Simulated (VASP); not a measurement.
# ZnSe (Stilleite) (F-43m) in VASP: notebook, part 2 of 4

VASP 6.6.1. Earlier steps stand in the parts before.

**3. Dielectric tensor, PBEsol**

This run uses another cell than the first one, of 21.94 Å³/atom, 0.978 times its volume.

The input, INCAR:

```
SYSTEM = ZnSe
PREC = Accurate
ENCUT = 600
EDIFF = 1E-8
ISMEAR = 0
SIGMA = 0.03
LREAL = .FALSE.
LASPH = .TRUE.
NELM = 80
ALGO = Normal
ISIF = 2
LWAVE = .FALSE.
LCHARG = .FALSE.
GGA = PS
LEPSILON = .TRUE.
```

The input, KPOINTS:

```
Automatic mesh
0
Monkhorst
  14 14 14
  0 0 0
```

The input, POSCAR:

```
ZnSe                                    
1.0
    0.0000000000      2.7996288573      2.7996288573
    2.7996288573      0.0000000000      2.7996288573
    2.7996288573      2.7996288573      0.0000000000
  Zn              Se            
     1     1
Direct
     0.0000000000000000    0.0000000000000000    0.0000000000000000
     0.2500000000000000    0.2500000000000000    0.2500000000000000
```

Potentials or basis: VASP PAW PBE potentials, release 64 (Zn, Se).

The run is started by

```
$ cat potpaw_PBE.64/Zn/POTCAR potpaw_PBE.64/Se/POTCAR > POTCAR
$ mpirun -np 1 vasp_std > vasp.out
```

OUTCAR:

```text
SYSTEM = ZnSe
   PREC = Accurate
   ENCUT = 600
   EDIFF = 1E-8
   ISMEAR = 0
   LREAL = .FALSE.
   LASPH = .TRUE.
   NELM = 80
   ISIF = 2
   GGA = PS
   LEPSILON = .TRUE.

 ion  position               nearest neighbor table
   1  0.000  0.000  0.000-   2 2.42   2 2.42   2 2.42   2 2.42
   2  0.250  0.250  0.250-   1 2.42   1 2.42   1 2.42   1 2.42

  LATTYP: Found a face centered cubic cell.
 ALAT       =     5.5992577146

  Lattice vectors:

 A1 = (   0.0000000000,   2.7996288573,   2.7996288573)
 A2 = (   2.7996288573,   0.0000000000,   2.7996288573)
 A3 = (   2.7996288573,   2.7996288573,   0.0000000000)

Analysis of symmetry for initial positions (statically):
=====================================================================
 Subroutine PRICEL returns:
 Original cell was already a primitive cell.

 Routine SETGRP: Setting up the symmetry group for a
 face centered cubic supercell.

 Subroutine GETGRP returns: Found 24 space group operations
 (whereof 24 operations were pure point group operations)
 out of a pool of 48 trial point group operations.

The static configuration has the point symmetry T_d .

Analysis of symmetry for dynamics (positions and initial velocities):
=====================================================================
 Subroutine PRICEL returns:
 Original cell was already a primitive cell.

 Routine SETGRP: Setting up the symmetry group for a
 face centered cubic supercell.

 Subroutine GETGRP returns: Found 24 space group operations
 (whereof 24 operations were pure point group operations)
 out of a pool of 48 trial point group operations.

The dynamic configuration has the point symmetry T_d .

 Subroutine INISYM returns: Found 24 space group operations
 (whereof 24 operations are pure point group operations),
 and found     1 'primitive' translations

----------------------------------------------------------------------------------------

                                     Primitive cell

  volume of cell :      43.8865

  direct lattice vectors                    reciprocal lattice vectors
     0.000000000  2.799628857  2.799628857    -0.178595102  0.178595102  0.178595102
     2.799628857  0.000000000  2.799628857     0.178595102 -0.178595102  0.178595102
     2.799628857  2.799628857  0.000000000     0.178595102  0.178595102 -0.178595102

  length of vectors
     3.959273100  3.959273100  3.959273100     0.309335790  0.309335790  0.309335790

  position of ions in fractional coordinates (direct lattice)
     0.000000000  0.000000000  0.000000000
     0.250000000  0.250000000  0.250000000

  ion indices of the primitive-cell ions
[... 493 lines left out ...]
  band No.  band energies     occupation
      1     -11.1579      2.00000
      2      -4.8256      2.00000
      3      -4.8102      2.00000
      4      -4.7776      2.00000
      5      -4.4954      2.00000
      6      -4.4685      2.00000
      7      -1.9929      2.00000
      8       0.5525      2.00000
      9       1.1930      2.00000
     10       5.0284      0.00000
     11       7.8615      0.00000
     12       8.4357      0.00000
     13       8.8094      0.00000

 [... further k-points ...]

  FORCE on cell =-STRESS in cart. coord.  units (eV):
  Direction    XX          YY          ZZ          XY          YZ          ZX
  --------------------------------------------------------------------------------------
  -------------------------------------------------------------------------------------
  Total        0.4130726      0.4130726      0.4130726      0.0000000      0.0000000      0.0000000
  in kB       15.0801462     15.0801462     15.0801462      0.0000000      0.0000000      0.0000000
  external PRESSURE =      15.0801462 kB  Pullay stress =       0.0000000 kB

 VOLUME and BASIS-vectors are now :
 -----------------------------------------------------------------------------
  energy-cutoff  :      600.00
  volume of cell :       43.89
      direct lattice vectors                 reciprocal lattice vectors
     0.000000000  2.799628857  2.799628857    -0.178595102  0.178595102  0.178595102
     2.799628857  0.000000000  2.799628857     0.178595102 -0.178595102  0.178595102
     2.799628857  2.799628857  0.000000000     0.178595102  0.178595102 -0.178595102

 POSITION                                       TOTAL-FORCE (eV/Angst)
 -----------------------------------------------------------------------------------
      0.00000      0.00000      0.00000        -0.000000      0.000000      0.000000
      1.39981      1.39981      1.39981         0.000000     -0.000000     -0.000000
 -----------------------------------------------------------------------------------
    total drift:                                0.000001      0.000001      0.000001

  FREE ENERGIE OF THE ION-ELECTRON SYSTEM (eV)
  ---------------------------------------------------
  free  energy   TOTEN  =        -6.7693861259 eV

  energy  without entropy=       -6.7693861259  energy(sigma->0) =       -6.76938613

 HEAD OF MICROSCOPIC STATIC DIELECTRIC TENSOR (INDEPENDENT PARTICLE, excluding Hartree and local field effects)
 ------------------------------------------------------
           7.796031     0.000000     0.000000
           0.000000     7.796031     0.000000
           0.000000     0.000000     7.796031
 ------------------------------------------------------

 Free energy of the ion-electron system (eV)
  ---------------------------------------------------
  ---------------------------------------------------
  free energy    TOTEN  =        -0.82585369 eV

  energy without entropy =       -0.82585369

------------------------ aborting loop because EDIFF is reached ----------------------------------------

--------------------------------------- Ionic step        2  -------------------------------------------

------------------------ aborting loop because EDIFF is reached ----------------------------------------

--------------------------------------- Ionic step        3  -------------------------------------------

 Free energy of the ion-electron system (eV)
  ---------------------------------------------------
  ---------------------------------------------------
  free energy    TOTEN  =        -0.82585502 eV

  energy without entropy =       -0.82585502

------------------------ aborting loop because EDIFF is reached ----------------------------------------

 PIEZOELECTRIC TENSOR FIELD DIRECTION 3  (e Angst)
 -----------------------------------------------------------------------------
     0.00013 -1.87389  0.00000           ( -0.00000  0.02075  0.00000)
    -1.87389  0.00013  0.00000           (  0.02075 -0.00000  0.00000)
     0.00000  0.00000 -0.00163           (  0.00000  0.00000 -0.00000)

 PIEZOELECTRIC TENSOR FIELD DIRECTION 3  (C/m^2)
 -----------------------------------------------------------------------------
     0.00005 -0.68411  0.00000
    -0.68411  0.00005  0.00000
     0.00000  0.00000 -0.00059

 MACROSCOPIC STATIC DIELECTRIC TENSOR (including local field effects in DFT)
 ------------------------------------------------------
           7.343828    -0.000000     0.000000
          -0.000000     7.343828     0.000000
           0.000000     0.000000     7.343828
 ------------------------------------------------------

 PIEZOELECTRIC TENSOR (including local field effects)  for field in x, y, z        (e  Angst)
          XX          YY          ZZ          XY          YZ          ZX
  --------------------------------------------------------------------------------
  x    -0.00000     0.00000     0.00000     0.00000    -1.87712    -0.00000
  y    -0.00000     0.00000     0.00000    -0.00000    -0.00000    -1.87712
  z    -0.00000     0.00000     0.00000    -1.87712     0.00000     0.00000

 PIEZOELECTRIC TENSOR (including local field effects)  for field in x, y, z        (C/m^2)
          XX          YY          ZZ          XY          YZ          ZX
  --------------------------------------------------------------------------------
  x    -0.00000     0.00000     0.00000     0.00000    -0.68529    -0.00000
  y    -0.00000     0.00000     0.00000    -0.00000    -0.00000    -0.68529
  z    -0.00000     0.00000     0.00000    -0.68529     0.00000     0.00000

 BORN EFFECTIVE CHARGES (including local field effects) (in |e|, cummulative output)
 ---------------------------------------------------------------------------------
 ion    1
    1     1.99149     0.00000     0.00000
    2     0.00000     1.99149     0.00000
    3     0.00000     0.00000     1.99149
 ion    2
    1    -1.99149     0.00000     0.00000
    2     0.00000    -1.99149     0.00000
    3     0.00000     0.00000    -1.99149
```

stdout:

```text
POSCAR found type information on POSCAR ZnSe
 POSCAR found :  2 types and       2 ions
 scaLAPACK will be used
 -----------------------------------------------------------------------------
|                                                                             |
[... 46 lines left out ...]
 dielectric tensor                  component  3 :     0.053    -1.689     5.950
 Linear response to external field, progress :
  Direction:   1
 dielectric tensor                  component  1 :     7.344     0.306    -0.000
 Linear response to external field, progress :
  Direction:   2
 dielectric tensor                  component  2 :    -0.000     7.344    -0.340
 Linear response to external field, progress :
  Direction:   3
 dielectric tensor                  component  3 :     0.481    -0.016     7.344
 Born effective charges drift removed
```

It took 69 min on 1 thread of AMD EPYC 7R13 (Zen 3), shared host; peak memory 2.2 GiB.

What came out:

- Electronic dielectric tensor (diagonal): 7.34
- Born charges (mean of the diagonal): Zn +1.99; Se -1.99 e

Electronic dielectric tensor:
```
7.34 0.00 0.00
0.00 7.34 0.00
0.00 0.00 7.34
```

Born effective charge tensors (e):
atom 1, Zn
```
1.99 0.00 0.00
0.00 1.99 0.00
0.00 0.00 1.99
```
atom 2, Se
```
-1.99  0.00  0.00
 0.00 -1.99  0.00
 0.00  0.00 -1.99
```

Caveat: the PAW data sets were made with another functional, which shifts forces and pressure a little.

(Continued in part 3 of 4.)
